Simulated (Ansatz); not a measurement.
## A family in space group Fd-3m

Method: DFT, PBE, all-electron LAPW, scalar-relativistic in Ansatz 0.2.0.

All cells have space group Fd-3m and are held fixed (conventional cell and sites). Prototypes and MP cells are computed structures that needn't be known or stable phases of these compounds. Gaps are the smallest over the k mesh and a high-symmetry path; Bader charges come from PAW runs of the same cells. Open d or f shells run without spin or U come out metallic where the real compound may not be. Semilocal functionals give too small gaps and can close them; gaps under 0.4 eV may also close off the mesh. Rows with a moment start ferromagnetic; other orders may lie lower, and can open a gap.

Spin–orbit coupling is left out, though it moves levels of the heavy atoms by tenths of an eV or more.

Zn: a = 5.82 Å, b = 5.82 Å, c = 5.82 Å; Zn 8b (0.000 0.000 0.500); 11×11×11 mesh, smearing 0.05 eV, diamond type, relaxed by us
La: a = 6.68 Å, b = 6.68 Å, c = 6.68 Å; La 8b (0.000 0.000 0.500); 10×10×10 mesh, smearing 0.03 eV, diamond type, relaxed by us
Fe: a = 4.87 Å, b = 4.87 Å, c = 4.87 Å; Fe 8b (0.000 0.000 0.500); 13×13×13 mesh, smearing 0.03 eV, diamond type, relaxed by us
V: a = 5.47 Å, b = 5.47 Å, c = 5.47 Å; V 8b (0.000 0.000 0.500); 10×10×10 mesh, smearing 0.08 eV, diamond type, relaxed by us
N: a = 4.18 Å, b = 4.18 Å, c = 4.18 Å; N 8b (0.000 0.000 0.500); 13×13×13 mesh, smearing 0.08 eV, diamond type, relaxed by us
In: a = 6.73 Å, b = 6.73 Å, c = 6.73 Å; In 8b (0.000 0.000 0.500); 9×9×9 mesh, smearing 0.05 eV, diamond type, relaxed by us

```csv
compound,P (GPa),gap (eV),cell moment (μB)
Zn,0.0,none,unpolarised run
La,0.0,none,unpolarised run
V,0.0,none,3.7
N,0.0,none,unpolarised run
In,0.0,none,unpolarised run
```

(1) Predict the row of Fe (its pressure aside) (spin-polarised from parallel starts).

Results:

(1) Gap (eV): none, cell moment (μB): 0.0.
